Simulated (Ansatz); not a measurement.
# CoPdO2 (001): surface energy and levels

This session takes CoPdO2 and sets out to compute energy, relaxation and work function or band edges of the (001) face.

Computed with Ansatz 0.2.0 (DFT PBE+U, scalar-relativistic, plane waves, PAW, unless a step's input says otherwise).

**1. The system as given**

The structure is trigonal, space group R-3m (No. 166). The conventional cell has a = 2.866 Å, b = 2.866 Å, c = 17.833 Å, α = 90.00°, β = 90.00°, γ = 120.00°. Co (site symmetry -3m) is surrounded by 6 O at 1.92 Å. Pd (site symmetry -3m) is surrounded by 2 O at 2.00 Å. O (site symmetry 3m) has 3 Co at 1.92 Å and 1 Pd at 2.00 Å as nearest neighbours.

As a file:

```
CELL_PARAMETERS angstrom
1.43305 0.82737 5.94442
-1.43305 0.82737 5.94442
0.00000 -1.65474 5.94442
ATOMIC_POSITIONS crystal
Co 0.50000 0.50000 0.50000
Pd 0.00000 0.00000 0.00000
O 0.88771 0.88771 0.88771
O 0.11229 0.11229 0.11229
```

It goes back to an entry of the Materials Project.

It is the result of an earlier relaxation at this level (volume 10.57 Å³/atom; gap on the mesh: none (metal)).

**2. The bulk in the cell of the plane**

input.yaml reads:

```yaml
crystal:
  lattice:
    - [2.8661014866, 0.0, 0.0]
    - [-1.4330507433, 2.4821166973, 0.0]
    - [1.4330507433, 0.8273722324, 5.9444221745]
  atoms:
    - { symbol: Co, position: [0.0, 0.5, 0.5] }
    - { symbol: Pd, position: [0.0, 0.0, 0.0] }
    - { symbol: O, position: [0.2245825276, 0.1122912638, 0.6631262086] }
    - { symbol: O, position: [0.7754174724, 0.8877087362, 0.3368737914] }
basis:
  ecutwfc: 420
kpoints:
  mp_grid: { grid: [12, 12, 6] }
hamiltonian:
  xc: pbe
  hubbard: { sites: [{ species: Co, l: d, u_eff: 3.32 }] }
scf:
  occupations: { method: gaussian, width: 0.1 }
output:
  forces: true
  stress: true
  eigenvalues: true
```

Command:

```sh
$ ansatz run input.yaml --threads 2 --pin off --max-ram 5120MiB --backend cpu --events-out ev --progress --plain --runs-dir out
```

What it wrote, cut to the lines that bear on the results:

```text
[...]
SCF converged after 15 iterations
Free energy (F): -13230.512507 eV
[...]
E sigma→0 (E₀):  -13230.508421 eV
Entropy (-TS):   -0.008171 eV (-2.043 meV/atom)
Fermi energy:    14.247710 eV
[...]
--- Forces (eV/Å), atoms counted from 1 ---
  atom   1  Co     0.00000000     0.00000000     0.00000000
  atom   2  Pd     0.00000000     0.00000000     0.00000000
  atom   3  O      0.00000127     0.00000073    -0.01422473
  atom   4  O     -0.00000127    -0.00000073     0.01422473
[...]
--- Stress (GPa, compression-positive) ---
        0.101083       0.000047      -0.000052
        0.000047       0.101029      -0.000030
       -0.000052      -0.000030       0.331204
  P = ⅓ Tr σ = 0.1778 GPa (1.778 kbar)
--- Band table (eV; the first three rows and the last of 242) ---
[...]
Occupation matrices written to <dir>
```

Run time: 15 s. Hardware: 2 threads of Arm Neoverse V2, shared host; peak memory 0.67 GiB.

Bulk reference and slab share their plane, in-plane mesh and smearing. Its energy with the smearing taken to zero: -3307.6271 eV/atom.

**3. The (001) slab**

Miller indices refer to the conventional cell of the relaxed bulk, R-3m (No. 166): a = 2.866 Å, b = 2.866 Å, c = 17.833 Å, α = 90.00°, β = 90.00°, γ = 120.00°.

The slab is a (001) slab, 9.9 Å thick as cut, with 15 Å of vacuum; its outer planes are Pd (top) and O (bottom).

The slab as cut. Layers, bottom to top:

```
plane  atoms per cell  height over the lowest (Å)
    1               O                        0.00
    2              Co                        0.97
    3               O                        1.94
    4              Pd                        3.94
    5               O                        5.94
    6              Co                        6.91
    7               O                        7.88
    8              Pd                        9.89
```

**4. The slab as cut, atoms at the bulk's places**

The cell repeats along c, and a dipole correction in the vacuum removes the field between the copies.

input.yaml reads:

```yaml
crystal:
  lattice:
    - [2.8661014866, 0.0, 0.0]
    - [-1.4330507433, 2.4821166973, 0.0]
    - [0.0, 0.0, 24.8863243136]
  atoms:
    - { symbol: O, position: [0.0, 0.0, 0.3013703392] }
    - { symbol: Co, position: [0.3333333333, 0.6666666667, 0.3403351554] }
    - { symbol: O, position: [0.6666666667, 0.3333333333, 0.3792999715] }
    - { symbol: Pd, position: [0.6666666667, 0.3333333333, 0.4597666572] }
    - { symbol: O, position: [0.6666666667, 0.3333333333, 0.5402333428] }
    - { symbol: Co, position: [0.0, 0.0, 0.579198159] }
    - { symbol: O, position: [0.3333333333, 0.6666666667, 0.6181629752] }
    - { symbol: Pd, position: [0.3333333333, 0.6666666667, 0.6986296608] }
basis:
  ecutwfc: 420
kpoints:
  mp_grid: { grid: [12, 12, 1] }
hamiltonian:
  xc: pbe
  hubbard: { sites: [{ species: Co, l: d, u_eff: 3.32 }] }
scf:
  occupations: { method: gaussian, width: 0.1 }
output:
  forces: true
  stress: true
  eigenvalues: true
  write_density: true
  write_potential: true
  elf: true
  volumetric_format: npy
efield:
  axis: 3
  dipole_correction: true
```

Command:

```sh
$ ansatz run input.yaml --threads 2 --pin off --max-ram 5120MiB --backend cpu --events-out ev --progress --plain --runs-dir out
```

What it wrote, cut to the lines that bear on the results:

```text
Warning: RAYON_NUM_THREADS=2 ignored (pool sized by the plan → 2); use --threads N
O: projections on atomic orbitals take those of the free atom [He] 2s2 2p4, of charge +0.00 (hamiltonian.pseudopotentials.projection_atoms); the dataset's partial waves leave at most 1.9e-8 of an orbital's norm unspanned inside its sphere
Co: projections on atomic orbitals take those of the free atom [Ne] 3s2 3p6 3d7 4s2, of charge +0.00 (hamiltonian.pseudopotentials.projection_atoms); the dataset's partial waves leave at most 1.4e-6 of an orbital's norm unspanned inside its sphere
Pd: projections on atomic orbitals take those of the free atom [Ar 3d10] 4s2 4p6 4d10, of charge +0.00 (hamiltonian.pseudopotentials.projection_atoms); the dataset's partial waves leave at most 1.0e-5 of an orbital's norm unspanned inside its sphere
[...]
Pseudopotentials: kind: paw
Pseudopotential: O, paw, valence charge 6, recommended cutoff 420 eV (normal), O.paw.azcp
Pseudopotential: Co, paw, valence charge 17, recommended cutoff 420 eV (normal), Co.paw.azcp
[...]
WARN: The output density's exchange-correlation potential varies sharply where the density is thin. Do not read a vacuum level from v_tot or v_xc, or from such a field of the output density. On a cell that repeats whose density bears no net charge and no dipole along the vacuum's axis use [...]
SCF converged after 38 iterations
Free energy (F): -26459.101397 eV
[...]
E sigma→0 (E₀):  -26459.079708 eV
Entropy (-TS):   -0.043377 eV (-5.422 meV/atom)
Fermi energy:    3.166879 eV
Dipole field:    D = 0.160984 V/Å  (p = 0.157506 e·Å, saw-weighted, corrected)
Work function:   Φ+ = 4.4332 eV   Φ− = 8.4395 eV
Levels:          The Fermi level and band energies are counted from a zero that moves with the ramp; work functions are not
[...]
--- Forces (eV/Å), atoms counted from 1 ---
  atom   1  O      0.00000000     0.00000000     1.29536244
  atom   2  Co     0.00000000     0.00000000    -1.50239106
  atom   3  O      0.00000000    -0.00000000     0.49497282
  atom   4  Pd     0.00000000    -0.00000000    -0.41843985
  atom   5  O      0.00000000     0.00000000     0.08217426
  atom   6  Co    -0.00000000    -0.00000000    -0.07356954
  atom   7  O      0.00000000    -0.00000000    -0.38777741
  atom   8  Pd     0.00000000     0.00000000     0.50971555
[...]
--- Stress (GPa, compression-positive) ---
       -1.561776      -0.000000       0.000000
        0.000000      -1.561776      -0.000000
        0.000000      -0.000000      -0.167301
  P = ⅓ Tr σ = -1.0970 GPa (-10.970 kbar)
--- Band table (eV; the first three rows and the last of 19) ---
[...]
Occupation matrices written to <dir>
```

It took 45 s on 2 threads of Arm Neoverse V2, shared host; peak memory 0.57 GiB.

Read from this run: work function 4.43 eV (top face), 8.44 eV (bottom face); dipole along +c 0.158 e·Å per cell.

Density in a lattice plane of the grid's cell (edges 2.87 and 24.89 Å, at 0.667 of the third edge), which holds Co and O and Pd.

Values in e/Å³, 12 rows by 6 columns:
```
 0.00  0.00  0.00  0.00  0.00  0.00
 0.00  0.00 -0.01  0.00  0.00  0.00
 0.06  0.11  0.13  0.11  0.06  0.05
 0.24  1.07  2.14  1.07  0.24  0.12
 0.49  0.41  0.55  0.41  0.48  0.91
 0.17  0.09  0.07  0.09  0.17  0.24
 0.16  0.09  0.05  0.09  0.16  0.21
 0.48  7.65 41.56  7.67  0.48  0.28
 0.02  0.01 -0.01  0.01  0.02  0.02
 0.00  0.00 -0.01  0.00  0.00  0.00
 0.00  0.00  0.00  0.00  0.00  0.00
 0.00  0.00  0.01  0.00  0.00  0.00
```
Columns run along the first of these edges and rows up along the second, over one cell in 6 and 12 even steps from the bottom left corner. Atoms in the plane (fractional): Co at (0.33, 0.34), O at (0.33, 0.62), Pd at (0.33, 0.70).

ELF in the same plane.

Ten even steps from ' ' (0.00) to '@' (0.94):
```
            
            
            
            
..      ....
--++::++--::
..==++==..  
..%%##%%....
--      --++
..      ....
--::::::--==
::      ::==
..++@@++....
==......==**
          ..
            
            
            
            
            
```
Columns run along the first of these edges and rows up along the second, over one cell in 6 and 20 even steps from the bottom left corner. Atoms in the plane (fractional): Co at (0.33, 0.34), O at (0.33, 0.62), Pd at (0.33, 0.70).

Both are smooth fields of the valence electrons: close to the nuclei they are not physical.

Outside the cores ELF peaks at 0.87 beside O, off the lines to its neighbours, 0.5 Å from O; 0.85 on the O–Co line, 0.7 Å from O; 0.82 in the shell around O, 0.5 Å from O.

**5. All atoms of the slab relaxed**

Edit input.yaml of step 4 so:

```diff
@@ -25,3 +25,2 @@
   forces: true
-  stress: true
   eigenvalues: true
@@ -31,2 +30,6 @@
   volumetric_format: npy
+relax:
+  adjacent_minimum: "off"
+  f_tol: 0.02
+  max_steps: 60
 efield:
```

Command:

```sh
$ ansatz run input.yaml --threads 2 --pin off --max-ram 5120MiB --backend cpu --events-out ev --progress --plain --runs-dir out
```

What it wrote:

```text
Warning: RAYON_NUM_THREADS=2 ignored (pool sized by the plan → 2); use --threads N
O: projections on atomic orbitals take those of the free atom [He] 2s2 2p4, of charge +0.00 (hamiltonian.pseudopotentials.projection_atoms); the dataset's partial waves leave at most 1.9e-8 of an orbital's norm unspanned inside its sphere
Co: projections on atomic orbitals take those of the free atom [Ne] 3s2 3p6 3d7 4s2, of charge +0.00 (hamiltonian.pseudopotentials.projection_atoms); the dataset's partial waves leave at most 1.4e-6 of an orbital's norm unspanned inside its sphere
Pd: projections on atomic orbitals take those of the free atom [Ar 3d10] 4s2 4p6 4d10, of charge +0.00 (hamiltonian.pseudopotentials.projection_atoms); the dataset's partial waves leave at most 1.0e-5 of an orbital's norm unspanned inside its sphere
Engine: ansatz 0.2.0, aarch64-unknown-linux-gnu
Pseudopotentials: kind: paw
Pseudopotential: O, paw, valence charge 6, recommended cutoff 420 eV (normal), O.paw.azcp
Pseudopotential: Co, paw, valence charge 17, recommended cutoff 420 eV (normal), Co.paw.azcp
Pseudopotential: Pd, paw, valence charge 18, recommended cutoff 420 eV (normal), Pd.paw.azcp
Functional definition: PBE
  parameter kappa = 0.804
  parameter beta = 0.06672455060314922
  exchange = pbe_x(kappa = kappa, mu = beta*pi^2/3)
  correlation = pbe_c(beta = beta)
Crystal: 8 atoms, lattice volume = 177.041 Å³
Basis set: ecut = 420 eV, 3467 PW (Γ), exchange–correlation on 40×40×360 points (8 copies of the dense FFT grid, shifted against one another)
Bands: 57, of which v1, the nominal top of the filled ones, is band 47 counted from 1 (46 counted from 0)
Symmetry: 6 space group operations
Space group: P3m1 (ITA 156), of the structure as read, at distance tolerance 5.6e-5 Å
k-points: 19 of 144 (time reversal used)
Non-local potential: O, projectors of the file, l = 0: 2, l = 1: 2, l = 2: 1
Non-local potential: Co, projectors of the file, l = 0: 3, l = 1: 2, l = 2: 3, l = 3: 1
Non-local potential: Pd, projectors of the file, l = 0: 2, l = 1: 2, l = 2: 2, l = 3: 1
PAW form: soft (Blöchl's): semilocal exchange-correlation on the pseudo side does not see the compensation charge
PAW one-centre angular grid: O, 110 points (default); XC on 64 Gauss nodes
PAW one-centre angular grid: Co, 590 points (default); XC on 64 Gauss nodes
PAW one-centre angular grid: Pd, 590 points (default); XC on 64 Gauss nodes
Initial density: superposition of atomic densities (neutral atoms: chi_scale 0, normalization atom)
Initial wavefunctions: pseudopotential atomic-orbital guess
Functional: x = pbe(κ = 0.804, μ = 0.2195149727645171), c = pbe(β = 0.06672455060314922)
SCF iter   1: F=—  HF=-26491.906875 eV  |F-HF|=—  |Δ(HF+E_count)|=         —  Δρ=4.31e-1  dr2=1.11e3  ethr=3.10e-3  p=0.000 e·Å  D=8.75e-6 V/Å  ΔV_dip=-0.00 eV  dr2_dipole=4.30e2  V_vac-E_F(+/−)=4.58/4.58 eV  ⟨swp⟩=7.1  Hψ=4248  notcnv=0  defer=1
efield: sawtooth ramp at fractional position 0.9500 (placed from the atoms, in the widest stretch of the axis that holds none; the zero of the levels goes with the place), width 0.1000; the density the first Hamiltonian is built on has a dipole p = 0.000 e·Å; the dipole correction subtracts the counter field D = 8.75e-6 V/Å, which shifts the + side's vacuum level by -0.00 eV against the − side's; the planar-averaged density in the ramp window peaks in size at 1.9e-5 e/Å³
preconditioner: auto → LDOS  [metal: Δε(μ)=0.037 eV  Ē_g=11.226 eV  σ=0.100 eV  W_gap=0.21  n_scr=18 (ndim 8)  ℏωp=22.0 eV  f_vac=0.496  D(μ)=3.94/eV (n_scr^D=14)  β→1.0]
SCF iter   2: F=—  HF=-28463.655619 eV  |F-HF|=—  |Δ(HF+E_count)|=    1.97e3  Δρ=1.59e0  dr2=3.21e4  ethr=3.10e-3  p=4.150 e·Å  D=4.24e0 V/Å  ΔV_dip=-105.56 eV  dr2_dipole=3.37e4  V_vac-E_F(+/−)=-17.03/88.53 eV  ⟨swp⟩=37.3  Hψ=28830  notcnv=1  defer=144  recentre
[... 39 lines left out ...]
SCF converged after 20 iterations
Free energy (F): -26459.176147 eV
Harris-Foulkes:  -26459.176147 eV  (|F-HF|=3.67e-7)
Internal energy: -26459.131166 eV  (E = F + TS)
E sigma→0 (E₀):  -26459.153657 eV
Entropy (-TS):   -0.044981 eV (-5.623 meV/atom)
Fermi energy:    3.246259 eV
Dipole field:    D = 0.142596 V/Å  (p = 0.139515 e·Å, saw-weighted, corrected)
Work function:   Φ+ = 4.5105 eV   Φ− = 8.0592 eV
Levels:          The Fermi level and band energies are counted from a zero that moves with the ramp; work functions are not
--- Per-component energies (eV) ---
  E_band       = -2024.119991
  E_kinetic    = 2620.356966
  E_local      = -143550.374741  (includes V_loc(G=0)·N_el)
  E_nonlocal   = 1535.219120
  E_hartree    = 70176.232980
  E_xc         = -943.583225
  E_vxc        = -1201.085500  (∫ρ·V_xc dr)
  E_hubbard    = 3.680704  (on-site DFT+U / exact-exchange correction)
  E_vhub       = -17.030082  (the Hubbard potential's part of the band-sum identity)
  E_paw        = -11154.698234  (= ΣΔE_a)
  E_vpaw       = -1761.874995  (= ΣTr[D̂ρ^β])
  E_aug_tail   = 0.009856  (compensation charges beyond the density's cutoff)
  E_efield     = 0.009947  (sawtooth field / dipole correction)
  E_vefield    = -1.788095  (∫n·V_field dr)
  E_ewald      = 54854.015459
  E_smearing   = -0.044981  (= −TS)
  E_closure    = -0.000000  (closes the sum)
  Σ components = -26459.176147   (vs F -26459.176147, Δ=0.00e0)
--- Forces (eV/Å), atoms counted from 1 ---
  atom   1  O     -0.00000000     0.00000000    -0.00122937
  atom   2  Co     0.00000000     0.00000000    -0.00435626
  atom   3  O      0.00000000    -0.00000000     0.00251220
  atom   4  Pd    -0.00000000    -0.00000000     0.00212058
  atom   5  O      0.00000000     0.00000000     0.00069433
  atom   6  Co     0.00000000    -0.00000000     0.00106566
  atom   7  O     -0.00000000    -0.00000000     0.00021261
  atom   8  Pd     0.00000000     0.00000000    -0.00104196
  max |Σ_I F_I| component: 2.22e-5 eV/Å
--- Band table (eV; the first three rows and the last of 19) ---
[... 4 lines left out ...]
Occupation matrices written to <dir>
--- Relaxed structure (4 steps of the walk, 4 accepted, 0 SCFs on fresh bases) ---
  F+E_penalty+E_count = -26459.17614735 eV   max|allowed force component| = 4.353e-3 eV/Å
  atoms:
    - { symbol: O, position: [-5.561811761955924e-31, -1.1123623523911849e-30, 0.3034785472160934] }
    - { symbol: Co, position: [0.33333333333333337, 0.6666666666666667, 0.3392320716897138] }
    - { symbol: O, position: [0.6666666666666667, 0.33333333333333337, 0.37927710332698733] }
    - { symbol: Pd, position: [0.6666666666666667, 0.33333333333333337, 0.45876155804345] }
    - { symbol: O, position: [0.6666666666666667, 0.33333333333333337, 0.539531304917079] }
    - { symbol: Co, position: [2.9133299705483424e-31, 5.826659941096685e-31, 0.578585577133915] }
    - { symbol: O, position: [0.33333333333333337, 0.6666666666666667, 0.6175993700792657] }
    - { symbol: Pd, position: [0.33333333333333337, 0.6666666666666667, 0.7005307286934954] }
```

Run time: 97 s. Hardware: 2 threads of Arm Neoverse V2, shared host; peak memory 0.56 GiB.

The steps of the relaxation:

```csv
step,energy from step 1 (eV/cell),largest force component (eV/Å)
1,0.0000,1.5030
2,-0.0558,0.8056
3,-0.0746,0.0502
4,-0.0748,0.0044
```

Step 1 is the start.

Read from this run: work function 4.51 eV (top face), 8.06 eV (bottom face); dipole along +c 0.140 e·Å per cell.

Plane-averaged electrostatic potential energy of an electron across the slab, counted from the Fermi level:

z (Å), V (eV) and a bar:
```
     1.66       8.06 ##############################
     2.21       8.06 ##############################
     2.49       8.06 ##############################
     3.04       8.06 ##############################
     3.32       8.06 ##############################
     3.87       8.06 ##############################
     4.42       8.06 ##############################
     4.70       8.06 ##############################
     5.25       8.05 ##############################
     5.53       8.04 ##############################
     6.08       7.94 ##############################
     6.64       7.14 #############################
     6.91       5.13 ##########################
     7.47      -5.32 ##############
     7.74      -9.37 #########
     8.30     -14.15 ###
     8.57     -14.17 ###
     9.12      -8.84 ##########
     9.68      -3.81 ################
     9.95       0.45 #####################
    10.51       0.13 ####################
    10.78      -5.88 #############
    11.34     -16.85 
    11.89      -9.81 ########
    12.17      -3.16 ################
    12.72       2.37 #######################
    13.00      -1.28 ###################
    13.55      -8.18 ##########
    14.10     -13.40 ####
    14.38     -15.31 ##
    14.93     -11.45 #######
    15.21      -8.49 ##########
    15.76      -1.73 ##################
    16.31       2.40 #######################
    16.59      -0.78 ###################
    17.14     -13.34 ####
    17.42     -16.57 
    17.97      -7.78 ###########
    18.25      -1.53 ##################
    18.80       3.28 ########################
    19.36       4.21 #########################
    19.63       4.36 ##########################
    20.19       4.47 ##########################
    20.46       4.49 ##########################
    21.02       4.50 ##########################
    21.57       4.51 ##########################
    21.84       4.51 ##########################
    22.40       4.51 ##########################
    22.67       4.51 ##########################
    23.23       4.51 ##########################
```

Density in a lattice plane of the grid's cell (edges 2.87 and 24.89 Å, at 0.667 of the third edge), which holds Co and O and Pd.

Values in e/Å³, 12 rows by 6 columns:
```
 0.00  0.00  0.00  0.00  0.00  0.00
 0.00  0.00  0.00  0.00  0.00  0.00
 0.07  0.13  0.17  0.13  0.07  0.05
 0.21  0.86  1.67  0.86  0.21  0.11
 0.49  0.43  0.58  0.43  0.47  0.90
 0.17  0.09  0.06  0.09  0.17  0.23
 0.16  0.09  0.05  0.09  0.16  0.22
 0.50  8.08 44.50  8.11  0.50  0.30
 0.01  0.01  0.00  0.01  0.01  0.02
 0.00  0.00 -0.01  0.00  0.00  0.00
 0.00  0.00  0.00  0.00  0.00  0.00
 0.00  0.00  0.01  0.00  0.00  0.00
```
Columns run along the first of these edges and rows up along the second, over one cell in 6 and 12 even steps from the bottom left corner. Atoms in the plane (fractional): Co at (0.33, 0.34), O at (0.33, 0.62), Pd at (0.33, 0.70).

ELF in the same plane.

Ten even steps from ' ' (0.00) to '@' (0.92):
```
            
            
            
            
....  ......
--++::++--::
..==**==..  
::%%##%%::..
--      --++
..      ....
--::::::--==
::      ::==
..++@@++....
==..::..==**
          ..
            
            
            
            
            
```
Columns run along the first of these edges and rows up along the second, over one cell in 6 and 20 even steps from the bottom left corner. Atoms in the plane (fractional): Co at (0.33, 0.34), O at (0.33, 0.62), Pd at (0.33, 0.70).

Both are smooth fields of the valence electrons: close to the nuclei they are not physical.

Maxima of ELF outside the ion cores: 0.88 beside O, off the lines to its neighbours, 0.6 Å from O; 0.86 on the O–Co line, 0.7 Å from O; 0.83 in the shell around O, 0.6 Å from O.

**6. What the (001) slab gives**

The surface energy is (E_slab − N·E_bulk) / 2A, with N = 8 atoms and A = 7.11 Å².

|  | as cut | relaxed |
| --- | --- | --- |
| surface energy, mean of both faces | 2.18 J/m² | 2.10 J/m² |
| work function | 4.43 eV (top face), 8.44 eV (bottom face) | 4.51 eV (top face), 8.06 eV (bottom face) |
| dipole along +c (e·Å/cell) | 0.158 | 0.140 |

How the layers moved (bottom to top):

```
plane  atoms  spacing to the next, as cut (Å)  relaxed (Å)  change (%)  rumpling (Å)
    1      O                            0.970        0.890        -8.2         0.000
    2     Co                            0.970        0.997        +2.8         0.000
    3      O                            2.003        1.978        -1.2         0.000
    4     Pd                            2.003        2.010        +0.4         0.000
    5      O                            0.970        0.972        +0.2         0.000
    6     Co                            0.970        0.971        +0.1         0.000
    7      O                            2.003        2.064        +3.1         0.000
    8     Pd                                                                   0.000
```

**7. Results**

| quantity | value |
| --- | --- |
| surface energy, (001), cut with Pd on top | 2.10 J/m² |
| work function, (001), cut with Pd on top | 4.51 eV (top face), 8.06 eV (bottom face) |

**Reading.** On (001) the top spacing expands by 3.1 %, and relaxation gains 0.083 J/m² a face. Another spacing, gap 1 from the bottom, changes more, by -8.2 %. Spin polarisation is off in the runs that give these values; a magnetic solution could lie lower.
